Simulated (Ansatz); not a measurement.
**Preparing CdS (P6_3mc) as a host crystal**

Aim: the runs on the perfect crystal CdS (P6_3mc) that a defect calculation needs first.

Calculated with Ansatz 0.2.0; plane-wave PAW DFT, r2SCAN; relaxation of the host's cell and atoms; PAW set soft_1, in the first sound run; inputs show where later runs differ.

Most raw output is cut from this account.

## Step 1: Starting point

It takes space group P6_3mc (No. 186, hexagonal). The conventional cell has a = 4.169 Å, b = 4.169 Å, c = 6.780 Å, α = 90.00°, β = 90.00°, γ = 120.00°. Cd has 4 S at 2.55 Å nearest. S has 4 Cd at 2.55 Å nearest. Farther neighbours and most contacts between anions are not listed.

## Step 2: Host cell relaxation

Cell and atoms are relaxed together, until forces and stress fall under their thresholds.

cell/input.yaml reads:

```yaml
crystal:
  lattice:
    - [4.1688381, 0.0, 0.0]
    - [-2.084419, 3.6103197, 0.0]
    - [0.0, 0.0, 6.7796174]
  atoms:
    - { symbol: Cd, position: [0.66666667, 0.33333333, 0.50022437] }
    - { symbol: Cd, position: [0.33333333, 0.66666667, 0.00022437] }
    - { symbol: S, position: [0.66666667, 0.33333333, 0.87677563] }
    - { symbol: S, position: [0.33333333, 0.66666667, 0.37677563] }
basis:
  ecutwfc: 500
  xc_grid: 2
hamiltonian:
  xc: r2scan
  pseudopotentials: { kind: paw, azcp: { folder: soft_1 } }
kpoints:
  mp_grid: { grid: [8, 8, 4] }
scf:
  occupations: { method: fixed }
  max_iter: 100
relax:
  f_tol: 0.005
  max_steps: 60
  cell: {}
output:
  forces: true
  stress: true
checkpoint:
  write: "../cell.run"
  compress: false
  write_wavefunctions: false
  write_every: 100000
```

Started as:

```console
ansatz run input.yaml --threads 32 --pin off --max-ram 56524MiB --backend cuda --events-out ev --progress --plain --runs-dir out --max-vram 78GiB
```

It took 2.7 s on 1 × NVIDIA GB200 with 32 threads of Arm Neoverse V2, shared host; peak memory 1.1 GiB; 6.8 s of CPU time.

Relaxation path:

| step | energy less that of the first step (eV) | largest force component (eV/Å) | pressure (GPa) | volume (Å³) |
| --- | --- | --- | --- | --- |
| 1 | 0.0000 | 0.0064 | -0.22 | 102.04 |
| 2 | -0.0004 | 0.0031 | 0.03 | 101.62 |
| 3* | -0.0003 | 0.0031 | 0.03 | 101.62 |

Relaxation steps marked * repeat the geometry before them on a plane-wave basis chosen anew for their cell, so energy and pressure can jump there.

| conventional cell, symmetrised | before | after | change |
| --- | --- | --- | --- |
| a (Å) | 4.169 | 4.164 | -0.1 % |
| b (Å) | 4.169 | 4.164 | -0.1 % |
| c (Å) | 6.780 | 6.768 | -0.2 % |
| volume (Å³/atom) | 25.51 | 25.40 | -0.4 % |

Final coordinates:

```xyz
4
Lattice="4.1639 0.0000 0.0000 -2.0819 3.6060 0.0000 0.0000 0.0000 6.7675" Properties=species:S:1:pos:R:3 pbc="T T T"
Cd    2.0819    1.2020    3.3845
Cd    0.0000    2.4040    0.0007
S     2.0819    1.2020    5.9344
S     0.0000    2.4040    2.5506
```

This step gave:

```yaml
pressure: 0.02561 GPa
```

The cell shrank by 0.4 % in volume.

## Step 3: Dielectric tensors of the host

The response to a uniform electric field gives the electronic dielectric tensor.

This step: plane-wave PAW DFPT, PBEsol; dielectric tensors, Born charges and zone-centre modes of the host; PAW set soft_1 (Ansatz 0.2.0).

eps/input.yaml reads:

```yaml
crystal:
  lattice:
    - [4.163892714, -2.88e-08, 0.0]
    - [-2.081946332, 3.6060368833, 0.0]
    - [0.0, 0.0, 6.7675079654]
  atoms:
    - { symbol: Cd, position: [0.6666666667, 0.3333333333, 0.5001052249] }
    - { symbol: Cd, position: [0.3333333333, 0.6666666667, 0.0001052249] }
    - { symbol: S, position: [0.6666666667, 0.3333333333, 0.8768947751] }
    - { symbol: S, position: [0.3333333333, 0.6666666667, 0.3768947751] }
basis:
  ecutwfc: 420
hamiltonian:
  xc: pbesol
  pseudopotentials: { kind: paw, azcp: { folder: soft_1 }, xc_functional: pbe }
kpoints:
  mp_grid: { grid: [7, 7, 4] }
scf:
  occupations: { method: fixed }
  max_iter: 100
phonons:
  method: dfpt
  dielectric: true
  rigid_motions: translations
```

Elapsed: 9.7 s, on 1 × NVIDIA GB200 with 32 threads; peak memory 2.4 GiB; 84 s of CPU time.

Electronic dielectric tensor:

```
6.29 0.00 0.00
0.00 6.29 0.00
0.00 0.00 6.38
```

Static dielectric tensor:

```
 9.82  0.00  0.00
 0.00  9.82  0.00
 0.00  0.00 10.49
```

The principal values of the electronic dielectric tensor are 6.29, 6.29 and 6.38. The principal values of the static dielectric tensor are 9.82, 9.82 and 10.49.

## Step 4: Primitive cell on a dense mesh

A dense mesh gives the host's converged energy, against which the supercell's sampling is tested.

This step: plane-wave PAW DFT, r2SCAN; single point of the host's primitive cell on a dense mesh; PAW set soft_1 (Ansatz 0.2.0).

dense/input.yaml reads:

```yaml
crystal:
  lattice:
    - [4.163892714, -2.88e-08, 0.0]
    - [-2.081946332, 3.6060368833, 0.0]
    - [0.0, 0.0, 6.7675079654]
  atoms:
    - { symbol: Cd, position: [0.6666666667, 0.3333333333, 0.5001052249] }
    - { symbol: Cd, position: [0.3333333333, 0.6666666667, 0.0001052249] }
    - { symbol: S, position: [0.6666666667, 0.3333333333, 0.8768947751] }
    - { symbol: S, position: [0.3333333333, 0.6666666667, 0.3768947751] }
basis:
  ecutwfc: 500
  xc_grid: 2
hamiltonian:
  xc: r2scan
  pseudopotentials: { kind: paw, azcp: { folder: soft_1 } }
kpoints:
  mp_grid: { grid: [8, 8, 4] }
scf:
  occupations: { method: fermi_dirac, width: 0.01 }
  max_iter: 80
```

The job ended after 1.3 s (1 × NVIDIA GB200 with 32 threads; peak memory 1.1 GiB; 2.7 s of CPU time).

## Step 5: Self-consistent run

This step: plane-wave PAW DFT, r2SCAN; single point of the defect-free supercell, a test of its k-points; PAW set soft_1 (Ansatz 0.2.0).

System of this step: CdS (P6_3mc). The cell holds 72 atoms: 36 Cd and 36 S. Cell: a = 12.492 Å, b = 12.492 Å, c = 13.535 Å, α = 90.0°, β = 90.0°, γ = 120.0°.

pristine.sampling/input.yaml reads:

```yaml
crystal:
  lattice:
    - [12.4916781419, -8.65e-08, 0.0]
    - [-6.245838996, 10.81811065, 0.0]
    - [0.0, 0.0, 13.5350159308]
  atoms:
    - { symbol: Cd, position: [0.2222222222, 0.1111111111, 0.2500526124] }
    - { symbol: Cd, position: [0.1111111111, 0.2222222222, 5.26124e-05] }
    - { symbol: S, position: [0.2222222222, 0.1111111111, 0.4384473876] }
    - { symbol: S, position: [0.1111111111, 0.2222222222, 0.1884473876] }
    - { symbol: Cd, position: [0.2222222222, 0.1111111111, 0.7500526124] }
    - { symbol: Cd, position: [0.1111111111, 0.2222222222, 0.5000526124] }
    - { symbol: S, position: [0.2222222222, 0.1111111111, 0.9384473876] }
    - { symbol: S, position: [0.1111111111, 0.2222222222, 0.6884473876] }
    - { symbol: Cd, position: [0.2222222222, 0.4444444444, 0.2500526124] }
    - { symbol: Cd, position: [0.1111111111, 0.5555555556, 5.26124e-05] }
    - { symbol: S, position: [0.2222222222, 0.4444444444, 0.4384473876] }
    - { symbol: S, position: [0.1111111111, 0.5555555556, 0.1884473876] }
    - { symbol: Cd, position: [0.2222222222, 0.4444444444, 0.7500526124] }
    - { symbol: Cd, position: [0.1111111111, 0.5555555556, 0.5000526124] }
    - { symbol: S, position: [0.2222222222, 0.4444444444, 0.9384473876] }
    - { symbol: S, position: [0.1111111111, 0.5555555556, 0.6884473876] }
    - { symbol: Cd, position: [0.2222222222, 0.7777777778, 0.2500526124] }
    - { symbol: Cd, position: [0.1111111111, 0.8888888889, 5.26124e-05] }
    - { symbol: S, position: [0.2222222222, 0.7777777778, 0.4384473876] }
    - { symbol: S, position: [0.1111111111, 0.8888888889, 0.1884473876] }
    - { symbol: Cd, position: [0.2222222222, 0.7777777778, 0.7500526124] }
    - { symbol: Cd, position: [0.1111111111, 0.8888888889, 0.5000526124] }
    - { symbol: S, position: [0.2222222222, 0.7777777778, 0.9384473876] }
    - { symbol: S, position: [0.1111111111, 0.8888888889, 0.6884473876] }
    - { symbol: Cd, position: [0.5555555556, 0.1111111111, 0.2500526124] }
    - { symbol: Cd, position: [0.4444444444, 0.2222222222, 5.26124e-05] }
    - { symbol: S, position: [0.5555555556, 0.1111111111, 0.4384473876] }
    - { symbol: S, position: [0.4444444444, 0.2222222222, 0.1884473876] }
    - { symbol: Cd, position: [0.5555555556, 0.1111111111, 0.7500526124] }
    - { symbol: Cd, position: [0.4444444444, 0.2222222222, 0.5000526124] }
    - { symbol: S, position: [0.5555555556, 0.1111111111, 0.9384473876] }
    - { symbol: S, position: [0.4444444444, 0.2222222222, 0.6884473876] }
    - { symbol: Cd, position: [0.5555555556, 0.4444444444, 0.2500526124] }
    - { symbol: Cd, position: [0.4444444444, 0.5555555556, 5.26124e-05] }
    - { symbol: S, position: [0.5555555556, 0.4444444444, 0.4384473876] }
    - { symbol: S, position: [0.4444444444, 0.5555555556, 0.1884473876] }
    - { symbol: Cd, position: [0.5555555556, 0.4444444444, 0.7500526124] }
    - { symbol: Cd, position: [0.4444444444, 0.5555555556, 0.5000526124] }
    - { symbol: S, position: [0.5555555556, 0.4444444444, 0.9384473876] }
    - { symbol: S, position: [0.4444444444, 0.5555555556, 0.6884473876] }
    - { symbol: Cd, position: [0.5555555556, 0.7777777778, 0.2500526124] }
    - { symbol: Cd, position: [0.4444444444, 0.8888888889, 5.26124e-05] }
    - { symbol: S, position: [0.5555555556, 0.7777777778, 0.4384473876] }
    - { symbol: S, position: [0.4444444444, 0.8888888889, 0.1884473876] }
    - { symbol: Cd, position: [0.5555555556, 0.7777777778, 0.7500526124] }
    - { symbol: Cd, position: [0.4444444444, 0.8888888889, 0.5000526124] }
    - { symbol: S, position: [0.5555555556, 0.7777777778, 0.9384473876] }
    - { symbol: S, position: [0.4444444444, 0.8888888889, 0.6884473876] }
    - { symbol: Cd, position: [0.8888888889, 0.1111111111, 0.2500526124] }
    - { symbol: Cd, position: [0.7777777778, 0.2222222222, 5.26124e-05] }
    - { symbol: S, position: [0.8888888889, 0.1111111111, 0.4384473876] }
    - { symbol: S, position: [0.7777777778, 0.2222222222, 0.1884473876] }
    - { symbol: Cd, position: [0.8888888889, 0.1111111111, 0.7500526124] }
    - { symbol: Cd, position: [0.7777777778, 0.2222222222, 0.5000526124] }
    - { symbol: S, position: [0.8888888889, 0.1111111111, 0.9384473876] }
    - { symbol: S, position: [0.7777777778, 0.2222222222, 0.6884473876] }
    - { symbol: Cd, position: [0.8888888889, 0.4444444444, 0.2500526124] }
    - { symbol: Cd, position: [0.7777777778, 0.5555555556, 5.26124e-05] }
    - { symbol: S, position: [0.8888888889, 0.4444444444, 0.4384473876] }
    - { symbol: S, position: [0.7777777778, 0.5555555556, 0.1884473876] }
    - { symbol: Cd, position: [0.8888888889, 0.4444444444, 0.7500526124] }
    - { symbol: Cd, position: [0.7777777778, 0.5555555556, 0.5000526124] }
    - { symbol: S, position: [0.8888888889, 0.4444444444, 0.9384473876] }
    - { symbol: S, position: [0.7777777778, 0.5555555556, 0.6884473876] }
    - { symbol: Cd, position: [0.8888888889, 0.7777777778, 0.2500526124] }
    - { symbol: Cd, position: [0.7777777778, 0.8888888889, 5.26124e-05] }
    - { symbol: S, position: [0.8888888889, 0.7777777778, 0.4384473876] }
    - { symbol: S, position: [0.7777777778, 0.8888888889, 0.1884473876] }
    - { symbol: Cd, position: [0.8888888889, 0.7777777778, 0.7500526124] }
    - { symbol: Cd, position: [0.7777777778, 0.8888888889, 0.5000526124] }
    - { symbol: S, position: [0.8888888889, 0.7777777778, 0.9384473876] }
    - { symbol: S, position: [0.7777777778, 0.8888888889, 0.6884473876] }
basis:
  ecutwfc: 500
  xc_grid: 2
hamiltonian:
  xc: r2scan
  pseudopotentials: { kind: paw, azcp: { folder: soft_1 } }
kpoints:
  mp_grid: { grid: [1, 1, 1], shift: [0.25, 0.25, 0.25] }
scf:
  occupations: { method: fermi_dirac, width: 0.01 }
  max_iter: 80
```

It took 1.6 s on 1 × NVIDIA GB200 with 32 threads; peak memory 1.4 GiB.

Numbers from this step:

* energy over dense mesh: -0.01097 eV/atom

## Step 6: Defect free supercell relaxed from its symmetric sites

This cell, the one that will hold the defects, is built from the relaxed host. Its coarser k-points can move the atoms a little, so it is relaxed from the symmetric sites, as the reference for the test of stability.

This step: plane-wave PAW DFT, r2SCAN; relaxation of the defect-free supercell from its symmetric sites; PAW set soft_1 (Ansatz 0.2.0).

pristine.symmetric/input.yaml, as its differences from pristine.sampling/input.yaml of step 5:

```diff
@@ -89 +89,12 @@
   max_iter: 80
+output:
+  forces: true
+relax:
+  f_tol: 0.01
+  max_steps: 60
+  escape_saddle: false
+checkpoint:
+  write: "../pristine.symmetric.run"
+  compress: false
+  write_wavefunctions: false
+  write_every: 100000
```

It took 3 s on 1 × NVIDIA GB200 with 32 threads; peak memory 1.6 GiB.

No atom moved by 0.005 Å in the relaxation.

## Step 7: Defect free supercell relaxed from displaced atoms

This step: plane-wave PAW DFT, r2SCAN; relaxation of the defect-free supercell from random displacements, a test of the host's stability; PAW set soft_1 (Ansatz 0.2.0).

pristine.rattled/input.yaml, as its differences from pristine.symmetric/input.yaml of step 6:

```diff
@@ -93,6 +93,6 @@
   f_tol: 0.01
-  max_steps: 60
-  escape_saddle: false
+  max_steps: 120
+  random_displacement: { amplitude: 0.08, seed: 1548 }
 checkpoint:
-  write: "../pristine.symmetric.run"
+  write: "../pristine.rattled.run"
   compress: false
```

Elapsed: 5.9 s, on 1 × NVIDIA GB200 with 32 threads; peak memory 1.6 GiB.

Relaxation path:

| step | energy less that of the first step (eV) | largest force component (eV/Å) |
| --- | --- | --- |
| 1 | 0.0000 | 1.1410 |
| 2 | -1.5033 | 0.3619 |
| 3 | -1.6809 | 0.0120 |
| 4 | -1.6809 | 0.0121 |
| 5 | -1.6814 | 0.0102 |
| 6 | -1.6816 | 0.0073 |

The relaxation ends 23 meV an atom lower than the displaced start, with a largest force component of 0.0073 eV/Å.

## Step 8: Results

```json
{
 "primitive cell vectors, lengths": "4.164, 4.164, 6.768 Å",
 "electronic dielectric constant": "principal values (6.29, 6.29, 6.38)",
 "static dielectric constant": "principal values (9.82, 9.82, 10.49)",
 "gap on the k-mesh of the response run (PBEsol)": "1.03 eV",
 "supercell relaxed in its symmetry less the displaced and relaxed one": "0.001 eV",
 "energy an atom at one point at (¼, ¼, ¼) less that on the dense mesh": "-0.011 eV"
}
```

In words: Step 7: The energy fell by 1.682 eV from the randomly displaced start; against the sites as typed, Cd9 ends farthest off, by 0.01 Å, once the mean shift is taken out. The displaced cell ends within 0.01 eV of the symmetric one relaxed in its symmetry, so no lower structure shows in this supercell. The k-mesh can miss the band edges, so this gap is an upper bound at this level. All at zero temperature.

[Logs are printed without paths, hosts, clocks, repeated set-up lines and the standing remarks that a program may print on its own settings, such as how far it seeks lower states.]

[Hosts, paths, dates, database ids (printed as entryN), source tags and the programs' standing remarks are cut or masked in the printed files.]

[Runs of the host that timed out are not shown.]

[For some hosts the program warned that the k-mesh of the response run may be too coarse for force constants and the static dielectric constant; such warnings are not always shown.]

[The program warned that the k-mesh of a response run behind this text may be too coarse: force constants, and the static dielectric constant and all else formed from them, are not shown converged.]
